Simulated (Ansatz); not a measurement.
**Alloy of GaP and InP (3 of 48 Ga sites exchanged), 96 atoms**

Aim: relax the alloy cell and compare the gap by PBEsol, HSE06 and r²SCAN.

All numbers are computed with Ansatz 0.2.0 (PAW, plane waves).

## (1) The starting cell

96 atoms (45 Ga, 3 In, 48 P); a = 11.557 Å, b = 13.345 Å, c = 12.691 Å, α = 90.00°, β = 90.00°, γ = 90.00°. All atoms were shaken off their sites by about 0.02 Å along each axis.

Plan of the steps: (2) PBEsol cell relaxation at the single k point (¼, ¼, ¼), on 1 × NVIDIA GB300 Max-Q with 8 threads of Arm Neoverse-V2; (3) HSE06 single point at the Γ point alone, on 1 × NVIDIA GB300 Max-Q with 8 threads of Arm Neoverse-V2; (4) r²SCAN single point at the Γ point alone, on 1 × NVIDIA GB300 Max-Q with 8 threads of Arm Neoverse-V2.

## (2) Relaxing cell and atoms with PBEsol

File in.yaml:

```yaml
crystal:
  lattice:
    - [11.557202, 0.000000, 0.000000]
    - [-0.000002, 13.345109, 0.000000]
    - [0.000000, 0.000000, 12.690715]
  atoms:
    - { symbol: Ga, position: [0.001679, 0.165801, 0.001683] }
    - { symbol: Ga, position: [0.000416, 0.164491, 0.500312] }
    - { symbol: Ga, position: [0.331980, 0.166822, 0.998532] }
    - { symbol: Ga, position: [0.335455, 0.166139, 0.501545] }
    - { symbol: Ga, position: [0.167017, 0.414490, 0.999684] }
    - { symbol: Ga, position: [0.168216, 0.415334, 0.498105] }
    - { symbol: Ga, position: [0.998608, 0.665571, 0.999580] }
    - { symbol: Ga, position: [0.665415, 0.166822, 0.499025] }
    - { symbol: Ga, position: [0.500004, 0.416610, 0.001882] }
    - { symbol: Ga, position: [0.497561, 0.417430, 0.501812] }
    - { symbol: Ga, position: [0.333380, 0.669698, 0.002434] }
    - { symbol: Ga, position: [0.334418, 0.667062, 0.502616] }
    - { symbol: Ga, position: [0.164370, 0.916126, 0.999113] }
    - { symbol: Ga, position: [0.167183, 0.918024, 0.501466] }
    - { symbol: Ga, position: [0.830080, 0.417038, 0.999976] }
    - { symbol: Ga, position: [0.833343, 0.419388, 0.501807] }
    - { symbol: Ga, position: [0.667033, 0.665860, 0.999314] }
    - { symbol: Ga, position: [0.665072, 0.665582, 0.498688] }
    - { symbol: Ga, position: [0.500394, 0.916457, 0.998988] }
    - { symbol: Ga, position: [0.498089, 0.917515, 0.502668] }
    - { symbol: Ga, position: [0.831601, 0.916155, 0.998592] }
    - { symbol: Ga, position: [0.162785, 0.082285, 0.251102] }
    - { symbol: Ga, position: [0.166458, 0.082777, 0.748041] }
    - { symbol: Ga, position: [0.998806, 0.331179, 0.251461] }
    - { symbol: Ga, position: [0.999504, 0.332375, 0.750427] }
    - { symbol: Ga, position: [0.499564, 0.081971, 0.250071] }
    - { symbol: Ga, position: [0.498632, 0.082170, 0.749428] }
    - { symbol: Ga, position: [0.333369, 0.336140, 0.252532] }
    - { symbol: Ga, position: [0.333382, 0.331428, 0.746711] }
    - { symbol: Ga, position: [0.168082, 0.580657, 0.250854] }
    - { symbol: Ga, position: [0.169121, 0.586870, 0.751212] }
    - { symbol: Ga, position: [0.000905, 0.833012, 0.250775] }
    - { symbol: Ga, position: [0.998178, 0.831614, 0.751802] }
    - { symbol: Ga, position: [0.831712, 0.083828, 0.250677] }
    - { symbol: Ga, position: [0.831496, 0.082870, 0.749695] }
    - { symbol: Ga, position: [0.664446, 0.335803, 0.250387] }
    - { symbol: Ga, position: [0.670026, 0.333616, 0.751693] }
    - { symbol: Ga, position: [0.498472, 0.581875, 0.246995] }
    - { symbol: Ga, position: [0.497383, 0.584059, 0.751356] }
    - { symbol: Ga, position: [0.330048, 0.832216, 0.251149] }
    - { symbol: Ga, position: [0.332497, 0.833132, 0.748797] }
    - { symbol: Ga, position: [0.829655, 0.581511, 0.250702] }
    - { symbol: Ga, position: [0.833325, 0.584790, 0.751096] }
    - { symbol: Ga, position: [0.662609, 0.830851, 0.250990] }
    - { symbol: Ga, position: [0.664370, 0.831552, 0.751676] }
    - { symbol: In, position: [0.001585, 0.668275, 0.499106] }
    - { symbol: In, position: [0.665288, 0.165569, 0.000610] }
    - { symbol: In, position: [0.831851, 0.915258, 0.499033] }
    - { symbol: P, position: [0.996915, 0.166265, 0.186336] }
    - { symbol: P, position: [0.001084, 0.166242, 0.686763] }
    - { symbol: P, position: [0.336565, 0.167293, 0.186395] }
    - { symbol: P, position: [0.335636, 0.166595, 0.684800] }
    - { symbol: P, position: [0.167903, 0.418612, 0.188984] }
    - { symbol: P, position: [0.167275, 0.415082, 0.688890] }
    - { symbol: P, position: [0.001395, 0.669340, 0.187544] }
    - { symbol: P, position: [0.997725, 0.666031, 0.691709] }
    - { symbol: P, position: [0.670348, 0.164276, 0.184492] }
    - { symbol: P, position: [0.666262, 0.167869, 0.687957] }
    - { symbol: P, position: [0.499892, 0.415802, 0.184231] }
    - { symbol: P, position: [0.500788, 0.416416, 0.686862] }
    - { symbol: P, position: [0.336066, 0.668597, 0.189164] }
    - { symbol: P, position: [0.332856, 0.664928, 0.687963] }
    - { symbol: P, position: [0.165250, 0.916499, 0.183995] }
    - { symbol: P, position: [0.169808, 0.916573, 0.686590] }
    - { symbol: P, position: [0.836912, 0.417480, 0.190276] }
    - { symbol: P, position: [0.832376, 0.419646, 0.687296] }
    - { symbol: P, position: [0.664997, 0.667519, 0.186973] }
    - { symbol: P, position: [0.668980, 0.666075, 0.683716] }
    - { symbol: P, position: [0.501853, 0.916304, 0.186650] }
    - { symbol: P, position: [0.501087, 0.917077, 0.684588] }
    - { symbol: P, position: [0.832577, 0.917743, 0.185429] }
    - { symbol: P, position: [0.832538, 0.919417, 0.686672] }
    - { symbol: P, position: [0.166120, 0.080496, 0.434634] }
    - { symbol: P, position: [0.168351, 0.081609, 0.937232] }
    - { symbol: P, position: [0.999998, 0.331997, 0.436489] }
    - { symbol: P, position: [0.000813, 0.334003, 0.936803] }
    - { symbol: P, position: [0.502510, 0.084721, 0.438050] }
    - { symbol: P, position: [0.502010, 0.083035, 0.941000] }
    - { symbol: P, position: [0.331021, 0.330968, 0.435603] }
    - { symbol: P, position: [0.333510, 0.333707, 0.934337] }
    - { symbol: P, position: [0.168663, 0.581793, 0.436145] }
    - { symbol: P, position: [0.169686, 0.582577, 0.939080] }
    - { symbol: P, position: [0.002964, 0.835725, 0.436623] }
    - { symbol: P, position: [0.999992, 0.833402, 0.937809] }
    - { symbol: P, position: [0.834265, 0.080117, 0.434741] }
    - { symbol: P, position: [0.831797, 0.083585, 0.936906] }
    - { symbol: P, position: [0.665346, 0.334286, 0.437938] }
    - { symbol: P, position: [0.667644, 0.330127, 0.937604] }
    - { symbol: P, position: [0.497550, 0.584021, 0.437502] }
    - { symbol: P, position: [0.501577, 0.582747, 0.936648] }
    - { symbol: P, position: [0.335140, 0.834866, 0.436824] }
    - { symbol: P, position: [0.335304, 0.834590, 0.938878] }
    - { symbol: P, position: [0.834174, 0.582438, 0.434820] }
    - { symbol: P, position: [0.829977, 0.582442, 0.937352] }
    - { symbol: P, position: [0.668607, 0.832845, 0.440776] }
    - { symbol: P, position: [0.667252, 0.832824, 0.937463] }
  symmetry: { detect: false }
kpoints:
  mp_grid: { grid: [1, 1, 1], shift: [0.25, 0.25, 0.25] }
hamiltonian:
  xc: pbesol
scf:
  occupations: { method: fermi_dirac, width: 0.01 }
relax:
  f_tol: 0.03
  max_steps: 80
  escape_saddle: false
  adjacent_minimum: "off"
  cell: { fix: [alpha, beta, gamma] }
output:
  forces: true
  eigenvalues: true
  populations: true
```

Run with:

```console
> ansatz run in.yaml --threads 8 --pin off --max-ram 118750MiB --runs-dir r --events-out ev --progress --plain --backend cuda --devices 0,
```

The runs that follow: Single point with HSE06; Single point with r²SCAN.

**Question.** What will these runs give? Wanted: for each run, top filled to lowest empty.

As calculated:

```
             level         time   k points  top filled to lowest empty (eV)
PBEsol, relaxation   13 s (GPU)  (¼, ¼, ¼)                             1.64
             HSE06   69 s (GPU)          Γ                             2.18
            r²SCAN  8.1 s (GPU)          Γ                             1.71
```

| quantity | value |
| --- | --- |
| relaxation | 5 recorded steps, 2.24 eV gained |
| largest shift | 0.19 Å (P85) |
| relaxed cell | a = 11.547 Å, b = 13.349 Å, c = 12.705 Å, α = 90.00°, β = 90.00°, γ = 90.00° |
| mean bonds | Ga–P 2.358, In–P 2.499 Å |

**What this shows.** The relaxation lowers the energy by 2.24 eV; the largest shift is 0.19 Å (P85), while the volume changes by +0.0 %. The mean lengths of the listed bonds run from Ga–P 2.36 Å to In–P 2.50 Å. At the same k points, r²SCAN gives a spacing 0.47 eV smaller than the 2.18 eV of HSE06. Rows on different k points differ by sampling as well as by level. Exact exchange costs time: HSE06 ran about 8.5 times as long as r²SCAN on the same kind of device. With one k point the spacing samples only the states that fold onto it, so it can exceed the gap over the zone.
